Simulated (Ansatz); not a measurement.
Fluorite SrF2, treated with RPBE in Ansatz (PAW).

Settings: plane-wave cutoff 520 eV, 10×10×10 k mesh, Fermi–Dirac smearing 0.01 eV, scalar-relativistic PAW data made under PBE.

Pressure at four volumes; x = ln(V/17.676 Å³). One pressure is withheld.

```json
[
 {"V (Å³/atom)": "16.615", "x": "-0.0619", "P (GPa)": "3.88"},
 {"V (Å³/atom)": "17.676", "x": "0.0000", "P (GPa)": "-0.01"},
 {"V (Å³/atom)": "18.383", "x": "0.0392", "P (GPa)": "-1.98"},
 {"V (Å³/atom)": "18.736", "x": "0.0582", "P (GPa)": "?"}
]
```

Question: Pass a parabola P(x) through the three rows shown, estimate the bulk modulus and its pressure derivative near zero pressure, and predict the withheld pressure.

Answer: Slopes between the rows: (-0.01 − (3.88))/(0.0000 − (-0.0619)) = -62.84 and (-1.98 − (-0.01))/(0.0392 − (0.0000)) = -50.26 GPa. Their difference over the span 0.1011 is c = 12.58/0.1011 = 124.4 GPa, so P(x) = 3.88 + (-62.84)(x − (-0.0619)) + 124.4 (x − (-0.0619))(x − (0.0000)). At the middle row B = −dP/dx = −[-62.84 + 124.4 × 0.0619] = 55.1 GPa, and B′ = dB/dP = 2c/B = 4.5. At x = 0.0582 the parabola gives -2.80 GPa; the run gives -2.81 GPa. The Birch–Murnaghan fit to the energies at all volumes has B0 = 54.7 GPa and B′ = 4.5.

Measured, for comparison: bulk modulus 69 GPa (temperature not stated, no zero-point or thermal correction; as tabulated in On the Morphology of Group II Metal Fluoride Nanocrystals at Finite Temperature …). Computed (rounded) less measured: bulk modulus -21 %.

Ansatz is a program for electronic structure.
